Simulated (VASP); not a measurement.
Wanted: the native input for a VASP 6.6.1 run.

```
Task                   : relaxation of cell and atoms
Functional             : PBE
Dispersion             : D3(BJ)
Potentials or basis    : VASP PAW PBE potentials, release 64 (Ti_sv, Te)
Cutoff                 : 600 eV
k mesh                 : 12 × 12 × 6
Occupations            : methfessel-paxton, width 0.1 eV
Spin                   : no spin polarisation
Further INCAR settings : ALGO = Normal; EDIFF = 1e-07; IBRION = 2; EDIFFG = -0.005; NSW = 90; ISIF = 3
```

The structure of TiTe2 lies in POSCAR:

```
TiTe2                                   
1.0
    3.6984931167     -0.0000000000     -0.0000000000
   -1.8492465584      3.2029889948     -0.0000000000
   -0.0000000000      0.0000000000      6.3674408269
  Ti              Te            
     1     2
Direct
     0.0000000000000000    0.0000000000000000    0.0000000000000000
     0.6666666667000030    0.3333333332999970    0.2717248434229237
     0.3333333332999970    0.6666666667000030    0.7282751565770762
```

The input as run:

INCAR

```
PREC     = Accurate       # precision mode
ENCUT    = 600            # plane-wave cutoff, eV
EDIFF    = 1E-7           # SCF threshold, eV
ISMEAR   = 1              # smearing method
SIGMA    = 0.1            # smearing width, eV
LREAL    = False          # projectors in reciprocal space
LASPH    = True           # aspherical terms in the spheres
NELM     = 80             # most SCF steps
ALGO     = Normal         # electronic algorithm
ISIF     = 3              # what is computed and relaxed
LWAVE    = False          # write WAVECAR
LCHARG   = False          # write CHGCAR
GGA      = PE             # functional
IVDW     = 12             # dispersion correction
IBRION   = 2              # ionic algorithm
NSW      = 90             # ionic steps
EDIFFG   = -0.005         # ionic threshold
KPAR     = 4
```

KPOINTS

```
Automatic mesh
0
Gamma
  12 12 6
```

Potentials or basis: VASP PAW PBE potentials, release 64 (Ti_sv, Te).

Run with:

```console
$ cat potpaw_PBE.64/Ti_sv/POTCAR potpaw_PBE.64/Te/POTCAR > POTCAR
$ mpirun -np 4 vasp_std > vasp.out
```

Results of the run:

The relaxed volume is 25.13 Å³/atom, the relaxed cell is a = 3.696 Å, b = 3.696 Å, c = 6.373 Å, α = 90.00°, β = 90.00°, γ = 120.00° and the space group after relaxing (to 0.05 Å) is P-3m1 (No. 164). The energy gained by relaxing is 0.0 meV/atom, the ionic steps are 4 and the pressure after relaxing is 0.0 GPa. The largest force after relaxing is 0.004 eV/Å. The band gap on the k mesh is none (metal or under the smearing width) and the dispersion energy per atom is -0.524 eV.

It took 120 s on 4 MPI ranks on AMD EPYC 7R13 Processor (Zen 3), with other jobs on the host, peak memory 0.33 GiB a rank.
